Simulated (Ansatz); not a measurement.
# InAgSe2: the cell at several levels of theory

The task here is to estimate one member of a computed series from the others.

The COD entry's cell or inner coordinates are ideal or old and differ from later refinements, so a difference from it is no clean test against experiment.

Program: Ansatz 0.2.0. PAW datasets, plane waves, zero pressure. (Simulation; spin polarisation is off.)

**The cell**

Space group I-42d (No. 122), tetragonal; a = 6.090 Å, c = 11.670 Å in the conventional setting, 27.05 Å³ an atom. In has 4 Se at 2.60 Å; Ag has 4 Se at 2.60 Å; Se has 2 In at 2.60 Å and 2 Ag at 2.60 Å.

Structure file:

```cif
data_structure
_symmetry_space_group_name_H-M 'I-42d'
_symmetry_Int_Tables_number 122
_cell_length_a 6.0900
_cell_length_b 6.0900
_cell_length_c 11.6700
_cell_angle_alpha 90.000
_cell_angle_beta 90.000
_cell_angle_gamma 90.000
_cell_volume 432.82
loop_
_atom_site_label
_atom_site_type_symbol
_atom_site_symmetry_multiplicity
_atom_site_Wyckoff_symbol
_atom_site_fract_x
_atom_site_fract_y
_atom_site_fract_z
_atom_site_occupancy
In1 In 4 b 0.50000 0.50000 0.00000 1
Ag1 Ag 4 a 0.00000 0.00000 0.00000 1
Se1 Se 8 d 0.25000 0.25000 0.12500 1
```

Set-up of the first run:

Contents of input.yaml:

```yaml
crystal:
  lattice:
    - [-3.045, 3.045, 5.835]
    - [3.045, -3.045, 5.835]
    - [3.045, 3.045, -5.835]
  atoms:
    - { symbol: In, position: [0.5, 0.5, 0.0] }
    - { symbol: In, position: [0.25, 0.75, 0.5] }
    - { symbol: Ag, position: [0.0, 0.0, 0.0] }
    - { symbol: Ag, position: [0.75, 0.25, 0.5] }
    - { symbol: Se, position: [0.375, 0.375, 0.5] }
    - { symbol: Se, position: [0.625, 0.125, 0.0] }
    - { symbol: Se, position: [0.875, 0.875, 0.5] }
    - { symbol: Se, position: [0.125, 0.625, 0.0] }
kpoints:
  mp_grid: { grid: [6, 6, 6] }
hamiltonian:
  xc: pbe
scf:
  occupations: { method: fermi_dirac, width: 0.02 }
relax:
  f_tol: 0.005
  cell: {}
output:
  write_density: true
  write_potential: true
  elf: true
  volumetric_format: npy
```

Command:

```bash
$ ansatz run input.yaml --threads 8 --pin off --max-ram 20275MiB --backend cpu --events-out ev --progress --plain --runs-dir out
```

Among the steps run: Relaxing with PBE; r2SCAN: cell and atoms; Relaxation with PBEsol; Relaxing with LDA.

One table of the session follows, with a row left open; its other results are not shown here.

It belongs to the step «The cells side by side». 

| level | a (Å) | c (Å) | volume (Å³/atom) |
| --- | --- | --- | --- |
| PBE | ? | ? | ? |
| r2SCAN | 6.146 | 11.894 | 28.082 |
| PBEsol | 6.068 | 11.859 | 27.290 |
| LDA | 5.987 | 11.756 | 26.339 |

Estimate the missing values for PBE.

As computed: a (Å): 6.197; c (Å): 12.066; volume (Å³/atom): 28.957. In the column «a (Å)» it is the highest.

From the start to the first minimum the volume moved by +7.0 %. LDA gives the smallest cell and PBE the largest; they differ by 9.9 % in volume, a mean of 3.2 % in length.
